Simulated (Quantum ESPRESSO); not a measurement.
# InP (F-43m) in Quantum ESPRESSO: reference runs

Aim: a first look at InP with PBEsol, on the cell as given.

All numbers are computed with Quantum ESPRESSO 7.5; they aren't measurements. Logs are shortened: lines on timing, memory, paths and dates and some standing lists are left out, and cuts for length are marked.

**Measured values to compare with.**

A printed reference work, data compilation reports, for a bulk crystal of InP at 1.6 K: band gap 1.4236 eV (direct).

The results are compared with them further down.

## Step 1: Starting point

The structure is cubic, space group F-43m (No. 216). The conventional cell has a = 5.861 Å, b = 5.861 Å, c = 5.861 Å, α = 90.00°, β = 90.00°, γ = 90.00°. In (site symmetry -43m) has 4 P at 2.54 Å as nearest neighbours. P (site symmetry -43m) has 4 In at 2.54 Å as nearest neighbours.

## Step 2: Single point, PBEsol

Input file pw.in:

```
&CONTROL
  calculation = 'scf'
  prefix = 'pwscf'
  outdir = './tmp'
  pseudo_dir = './pseudo'
  tprnfor = .true.
  tstress = .true.
  disk_io = 'low'
/
&SYSTEM
  ibrav = 0
  nat = 2
  ntyp = 2
  ecutwfc = 56
  ecutrho = 448
  nbnd = 15
  occupations = 'smearing'
  smearing = 'fd'
  degauss = 0.00367493
/
&ELECTRONS
  conv_thr = 4d-10
  electron_maxstep = 120
  mixing_beta = 0.5
/
ATOMIC_SPECIES
In   114.8180 in_pbesol_v1.4.uspp.F.UPF
P     30.9738 p_pbesol_v1.5.uspp.F.UPF
CELL_PARAMETERS angstrom
   0.0000000000    2.9305000000    2.9305000000
   2.9305000000    0.0000000000    2.9305000000
   2.9305000000    2.9305000000    0.0000000000
ATOMIC_POSITIONS crystal
In     0.0000000000    0.0000000000    0.0000000000
P      0.7500000000    0.7500000000    0.7500000000
K_POINTS automatic
8 8 8 0 0 0
```

Input file pp_density.in:

```
&INPUTPP
  prefix = 'pwscf'
  outdir = './tmp'
  filplot = 'density.dat'
  plot_num = 0
/
&PLOT
  nfile = 1
  filepp(1) = 'density.dat'
  iflag = 3
  output_format = 6
  fileout = 'density.cube'
/
```

Input file pp_potential.in:

```
&INPUTPP
  prefix = 'pwscf'
  outdir = './tmp'
  filplot = 'potential.dat'
  plot_num = 11
/
&PLOT
  nfile = 1
  filepp(1) = 'potential.dat'
  iflag = 3
  output_format = 6
  fileout = 'potential.cube'
/
```

Potentials or basis: GBRV 1.5 PBEsol.

Command:

```sh
$ OMP_NUM_THREADS=1 mpirun -n 2 pw.x -nk 2 -in pw.in > pw.out
$ OMP_NUM_THREADS=1 mpirun -n 1 pp.x -in pp_density.in > pp_density.out
$ OMP_NUM_THREADS=1 mpirun -n 1 pp.x -in pp_potential.in > pp_potential.out
```

pw.out:

```text
This program is part of the open-source Quantum ESPRESSO suite
     for quantum simulation of materials; please cite
[... 13 lines left out ...]
     --------------------
     sticks:   dense  smooth     PW     G-vecs:    dense   smooth      PW
     Sum        1891     955    283                54313    19339    3143

     Using Slab Decomposition

     bravais-lattice index     =            0
     lattice parameter (alat)  =       7.8317  a.u.
     unit-cell volume          =     339.6658 (a.u.)^3
     number of atoms/cell      =            2
     number of atomic types    =            2
     number of electrons       =        18.00
     number of Kohn-Sham states=           15
     kinetic-energy cutoff     =      56.0000  Ry
     charge density cutoff     =     448.0000  Ry
     scf convergence threshold =      4.0E-10
     mixing beta               =       0.5000
     number of iterations used =            8  plain     mixing
     Exchange-correlation= SLA  PW   PSX  PSC
                           (   1   4  10   8   0   0   0)

     celldm(1)=   7.831692  celldm(2)=   0.000000  celldm(3)=   0.000000
     celldm(4)=   0.000000  celldm(5)=   0.000000  celldm(6)=   0.000000

     crystal axes: (cart. coord. in units of alat)
               a(1) = (   0.000000   0.707107   0.707107 )
               a(2) = (   0.707107   0.000000   0.707107 )
               a(3) = (   0.707107   0.707107   0.000000 )

     reciprocal axes: (cart. coord. in units 2 pi/alat)
               b(1) = ( -0.707107  0.707107  0.707107 )
               b(2) = (  0.707107 -0.707107  0.707107 )
               b(3) = (  0.707107  0.707107 -0.707107 )

     PseudoPot. # 1 for In read from file:
     in_pbesol_v1.4.uspp.F.UPF
     Pseudo is Ultrasoft + core correction, Zval = 13.0
     Generated by new atomic code, or converted to UPF format
     Using radial grid of  889 points,  6 beta functions with:
                l(1) =   0
                l(2) =   0
                l(3) =   1
                l(4) =   1
                l(5) =   2
                l(6) =   2
     Q(r) pseudized with  6 coefficients,  rinner =    1.400   1.400   1.400
                                                       1.400   1.400

     PseudoPot. # 2 for P  read from file:
     p_pbesol_v1.5.uspp.F.UPF
     Pseudo is Ultrasoft + core correction, Zval =  5.0
     Generated by new atomic code, or converted to UPF format
     Using radial grid of  903 points,  6 beta functions with:
                l(1) =   0
                l(2) =   0
                l(3) =   1
                l(4) =   1
                l(5) =   2
                l(6) =   2
     Q(r) pseudized with  8 coefficients,  rinner =    1.300   1.300   1.300
                                                       1.300   1.300

     atomic species   valence    mass     pseudopotential
     In               13.00   114.81800     In( 1.00)
     P                 5.00    30.97380     P ( 1.00)

     24 Sym. Ops. (no inversion) found

   Cartesian axes

     site n.     atom                  positions (alat units)
         1        In     tau(   1) = (   0.0000000   0.0000000   0.0000000  )
         2        P      tau(   2) = (   1.0606602   1.0606602   1.0606602  )

     number of k points=    29  Fermi-Dirac smearing, width (Ry)=  0.0037
                       cart. coord. in units 2pi/alat
        k(    1) = (   0.0000000   0.0000000   0.0000000), wk =   0.0039062
        k(    2) = (   0.0883883   0.0883883  -0.0883883), wk =   0.0312500
        k(    3) = (   0.1767767   0.1767767  -0.1767767), wk =   0.0312500
        k(    4) = (   0.2651650   0.2651650  -0.2651650), wk =   0.0312500
        k(    5) = (  -0.3535534  -0.3535534   0.3535534), wk =   0.0156250
        k(    6) = (   0.1767767   0.0000000   0.0000000), wk =   0.0234375
[... 21 lines left out ...]
        k(   28) = (  -0.7071068   0.1767767  -0.0000000), wk =   0.0468750
        k(   29) = (  -0.7071068   0.3535534   0.0000000), wk =   0.0234375

     Dense  grid:    54313 G-vectors     FFT dimensions: (  54,  54,  54)

     Smooth grid:    19339 G-vectors     FFT dimensions: (  40,  40,  40)

     Initial potential from superposition of free atoms

     starting charge      16.4998, renormalised to      18.0000
     Starting wfcs are   13 randomized atomic wfcs +    2 random wfcs

     Self-consistent Calculation

     iteration #  1     ecut=    56.00 Ry     beta= 0.50
     Davidson diagonalization with overlap
     ethr =  1.00E-02,  avg # of iterations =  7.1

     total energy              =    -147.72386307 Ry
     estimated scf accuracy    <       2.66014787 Ry

     iteration #  2     ecut=    56.00 Ry     beta= 0.50
     Davidson diagonalization with overlap
     ethr =  1.00E-02,  avg # of iterations =  2.0
[... 43 lines left out ...]
     total energy              =    -148.69730250 Ry
     estimated scf accuracy    <       0.00000002 Ry

     iteration #  9     ecut=    56.00 Ry     beta= 0.50
     Davidson diagonalization with overlap
     ethr =  1.10E-10,  avg # of iterations =  3.7

     End of self-consistent calculation

          k = 0.0000 0.0000 0.0000 (  2421 PWs)   bands (ev):

    -7.2744  -7.2744  -7.2744  -7.1202  -7.1202  -4.6700   6.8895   6.8895
     6.8895   7.4811  10.8871  10.8871  10.8871  15.2231  16.2850

          k = 0.0884 0.0884-0.0884 (  2400 PWs)   bands (ev):

    -7.2938  -7.2668  -7.2668  -7.1201  -7.1201  -4.4896   5.3112   6.6985
     6.6985   8.4484  11.0299  11.1680  11.1680  15.6221  15.6222
[... 83 lines left out ...]
    -7.4483  -7.1841  -7.1764  -7.1619  -7.0896  -2.3921   1.3043   4.1749
     4.6877   8.8632   9.7370  14.6115  15.1588  16.3605  17.6613

          k = 0.0000-0.5303 0.5303 (  2382 PWs)   bands (ev):

    -7.4340  -7.2004  -7.1831  -7.1478  -7.0996  -2.2607   1.2104   3.5217
     4.9152   9.1373  11.1930  14.2945  14.3128  15.0322  16.6784

          k =-0.7071 0.0000 0.0000 (  2450 PWs)   bands (ev):

    -7.4622  -7.1731  -7.1683  -7.1683  -7.0846  -2.2507   1.0656   4.5280
     4.5280   8.5243   9.0558  15.9446  16.3839  16.3839  17.5344

          k = 0.3536 0.1768 0.0000 (  2403 PWs)   bands (ev):

    -7.3764  -7.2312  -7.2247  -7.1359  -7.1048  -3.5656   2.9508   4.8652
     5.7987  10.0169  10.3038  12.0178  12.9856  14.6135  16.9783

          k =-0.2652-0.4419 0.6187 (  2404 PWs)   bands (ev):
[... 16 lines left out ...]
    -7.4274  -7.2108  -7.1831  -7.1432  -7.1020  -2.3231   1.2934   3.7129
     4.5884   9.9695  11.2100  12.6240  14.2664  15.6418  17.8929

          k = 0.0000-0.3536 0.5303 (  2399 PWs)   bands (ev):

    -7.4163  -7.2200  -7.1905  -7.1343  -7.1084  -2.4530   1.4352   3.5884
     4.9006  10.2759  11.5887  12.0913  14.3570  14.9947  16.7078

          k =-0.7071 0.1768-0.0000 (  2396 PWs)   bands (ev):

    -7.4466  -7.1896  -7.1762  -7.1557  -7.0928  -2.2097   1.1367   4.1877
     4.1922   9.4622   9.9035  14.4446  14.5064  16.8170  17.9596

          k =-0.7071 0.3536 0.0000 (  2400 PWs)   bands (ev):

    -7.4282  -7.2138  -7.1771  -7.1414  -7.1050  -2.1677   1.2167   3.8846
     3.9149  11.0836  11.2084  12.3460  12.9600  16.9701  18.0742

     the Fermi energy is     7.2163 ev

!    total energy              =    -148.69730251 Ry
     estimated scf accuracy    <          2.4E-10 Ry
     smearing contrib. (-TS)   =      -0.00000103 Ry
     internal energy E=F+TS    =    -148.69730148 Ry

     The total energy is F=E-TS. E is the sum of the following terms:
     one-electron contribution =     -55.70430626 Ry
     hartree contribution      =      40.01571897 Ry
     xc contribution           =     -43.28831000 Ry
     ewald contribution        =     -89.72040420 Ry

     convergence has been achieved in   9 iterations

     Forces acting on atoms (cartesian axes, Ry/au):

     atom    1 type  1   force =    -0.00000000    0.00000000    0.00000000
     atom    2 type  2   force =    -0.00000000   -0.00000000   -0.00000000

     Total force =     0.000000     Total SCF correction =     0.000000

     Computing stress (Cartesian axis) and pressure

          total   stress  (Ry/bohr**3)                   (kbar)     P=        4.11
   0.00002791   0.00000000   0.00000000            4.11        0.00        0.00
   0.00000000   0.00002791  -0.00000000            0.00        4.11       -0.00
  -0.00000000  -0.00000000   0.00002791           -0.00       -0.00        4.11

=------------------------------------------------------------------------------=
   JOB DONE.
=------------------------------------------------------------------------------=
```

pp_potential.out:

```text
This program is part of the open-source Quantum ESPRESSO suite
     for quantum simulation of materials; please cite
         "P. Giannozzi et al., J. Phys.:Condens. Matter 21 395502 (2009);
         "P. Giannozzi et al., J. Phys.:Condens. Matter 29 465901 (2017);
         "P. Giannozzi et al., J. Chem. Phys. 152 154105 (2020);
     in publications or presentations arising from this work. More details at

     IMPORTANT: XC functional enforced from input :
     Exchange-correlation= PBESOL
                           (   1   4  10   8   0   0   0)
     Any further DFT definition will be discarded
     Please, verify this is what you really want

     G-vector sticks info
     --------------------
     sticks:   dense  smooth     PW     G-vecs:    dense   smooth      PW
     Sum        1891     955    283                54313    19339    3143

     Using Slab Decomposition

     Calling punch_plot, plot_num =  11
     Writing data to file  potential.dat
     Reading data from file  potential.dat

     Writing data to be plotted to file potential.cube
     Plot Type: 3D                     Output format: Gaussian cube

=------------------------------------------------------------------------------=
   JOB DONE.
=------------------------------------------------------------------------------=
```

Wall time 21 s (2 MPI ranks of Arm Neoverse V1, shared host); peak memory 0.32 GiB.

What came out:

* Free energy: -2023.1299 eV
* Pressure: 0.4 GPa
* Band gap on the k mesh: 0.59 eV, direct

Levels at points of the mesh, in eV from the valence-band top:
```csv
k point,band 7,band 8,band 9,band 10,band 11,band 12
"(0.00, 0.00, 0.00)",0.00,0.00,0.00,0.59,4.00,4.00
"(0.00, 0.00, -0.50)",-5.81,-0.99,-0.99,1.39,4.73,4.73
"(0.00, -0.50, -0.50)",-5.82,-2.36,-2.36,1.63,2.17,9.06
```

Caveat: spin-orbit coupling is left out, which moves the levels of the heavy elements.

## Step 3: How close it comes

Step 2. Measured gap of InP: 1.4236 eV (direct; 1.6 K; a printed reference work, data compilation). This calculation gives 0.59 eV (-0.83 eV). Spin-orbit coupling on In is left out. The value is that of PBEsol, without temperature or zero-point motion. Semilocal functionals fall short of measured gaps as a rule.
